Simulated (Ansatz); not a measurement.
input.yaml (Ansatz 0.2.0):

```yaml
crystal:
  lattice:
    - [3.193411233, 0.0, 0.0]
    - [-1.5967056165, 2.7655752525, 0.0]
    - [0.0, 0.0, 6.7716536175]
  atoms:
    - { symbol: Mo, position: [0.0, 0.0, 0.0], spin: 0.05 }
    - { symbol: S, position: [0.3333333333, 0.6666666667, 0.2338421089] }
    - { symbol: S, position: [0.6666666667, 0.3333333333, 0.7661578911] }
basis:
  ecutwfc: 420
  ecutrho_ratio: 4
kpoints:
  mp_grid: { grid: [12, 12, 6] }
hamiltonian:
  xc: lda
scf:
  occupations: { method: gaussian, width: 0.05 }
  lower_state_search: "off"
output:
  forces: true
  stress: true
  eigenvalues: true
  populations: true
magnetization:
  spin_polarized: true
checkpoint:
  read: start.run
```

Launched as:
```sh
ansatz run input.yaml --threads 2 --pin off --max-ram 2662MiB --backend cpu --events-out ev --progress --plain --runs-dir out
```

The folder start.run holds the converged state of an earlier run on the same cell; the run starts from that state's density and uses only the symmetry operations that the state has.

The start was a prototype's sites filled with these elements. The Crystallography Open Database lists the compound in space groups R3m, R-3m, P63/mmc, so this is a trial structure.

Task: Predict the main results.

Result: Pressure -6.6 GPa, gap on the mesh zero (metallic), no spin moment left, largest force component 0.480 eV/Å (LDA, scalar-relativistic).

Task: About how long does the run take on 2 threads of Arm Neoverse V1, with other jobs on the host, and how much memory does it need?

Result: About 6.3 s, with a peak of 0.42 GiB.

What the program printed, in part:

```
Warning: checkpoint.read: hamiltonian.xc differs: saved pbe, current lda; the SCF iterates under this deck's functional from the saved state
Pseudopotentials: kind: paw
Pseudopotential: Mo, paw, valence charge 14, recommended cutoff 420 eV (normal), Mo.paw.azcp
Pseudopotential: S, paw, valence charge 6, recommended cutoff 420 eV (normal), S.paw.azcp
Crystal: 3 atoms, lattice volume = 59.805 Å³
Basis set: ecut = 420 eV, 1199 PW (Γ)
Bands: 18, of which v1, the nominal top of the filled ones, is band 13 counted from 1 (12 counted from 0)
Symmetry: 12 space group operations
Space group: P-3m1 (ITA 164), of the structure as read, at distance tolerance 3.9e-5 Å
Magnetic group: BNS 164.85 (UNI 1315), of the structure as read, at distance tolerance 3.9e-5 Å
k-points: 100 of 864
Initial density: read from a saved state, or passed on in memory by an earlier SCF of this step, an earlier step, the calling program or the single point that the run made first
Starting moments: Σ|m| = 0.05 μB on 1 of 3 sites; this step starts from the density that it was given
Initial wavefunctions: pseudopotential atomic-orbital guess
Functional: x = slater, c = lda
iter 1 solved again at ethr=8.07e-5 eV; its pass at ethr=3.10e-3 eV (dr2=2.10e-2 eV) is discarded
```

SCF trace (energy estimate counted from the last row):
```tsv
iteration	ΔE (eV)	density residual (eV)	M (μB)
1	-3.1e-03	2.28e-2	0.000
2	-9.3e-04	5.49e-3	0.000
3	-1.3e-04	9.86e-4	0.000
4	-1.4e-05	2.42e-4	0.000
5	-5.0e-06	2.66e-5	0.000
6	-1.0e-06	2.63e-6	0.000
7	0.000	4.39e-8	0.000
```

```
SCF 1 converged in 7 iterations: F = -6583.921819 eV  dr2 = 4.39e-8
SCF converged after 7 iterations
Magnetization: 0.0000 μB (13.0000 up, 13.0000 down)
Absolute magnetization: 0.0000 μB (∫|ρ↑−ρ↓|, with the PAW one-centre terms)
Per-site moments (μB) at R_I (Å): [(0.00000, 1.00253), (0.00000, 1.00253), (0.00000, 1.00253)]
Free energy (F): -6583.921819 eV
E sigma→0 (E₀):  -6583.920769 eV
Entropy (-TS):   -0.002101 eV (-0.700 meV/atom)
Fermi energy:    9.161218 eV
--- Per-component energies (eV) ---
  E_band       = -203.429837
  E_kinetic    = 654.275561
  E_local      = -2373.473703  (includes V_loc(G=0)·N_el)
  E_nonlocal   = 206.347263
  E_hartree    = 935.339035
  E_xc         = -374.367162
  E_vxc        = -403.387249  (∫ρ·V_xc dr)
  E_paw        = -4226.604732  (= ΣΔE_a)
  E_vpaw       = -157.874686  (= ΣTr[D̂ρ^β])
  E_aug_tail   = 0.000036  (compensation charges beyond the density's cutoff)
  E_ewald      = -1406.215227
  E_core_change = 0.779211  (= ΣΔE_core)
  E_smearing   = -0.002101  (= −TS)
--- Forces (eV/Å), atoms counted from 1 ---
  atom   1  Mo     0.00000000     0.00000000     0.00000000
  atom   2  S      0.00000000     0.00000000    -0.47962386
  atom   3  S      0.00000000     0.00000000     0.47962386
--- Stress (GPa, compression-positive) ---
       -6.879792       0.000000       0.000000
        0.000000      -6.879792       0.000000
        0.000000       0.000000      -6.026468
  P = ⅓ Tr σ = -6.5954 GPa (-65.954 kbar)
--- Löwdin populations: 3 sites ---
  site symbol       q [e]    m [muB]
     0     Mo     13.6521     0.0000
     1      S      6.0761     0.0000
     2      S      6.0761     0.0000
```

The structure is built of weakly bound layers, and this functional has no dispersion term, so their spacing and all that hangs on it (volume, the soft elastic constants, low modes, dielectric constants) are poorly given.
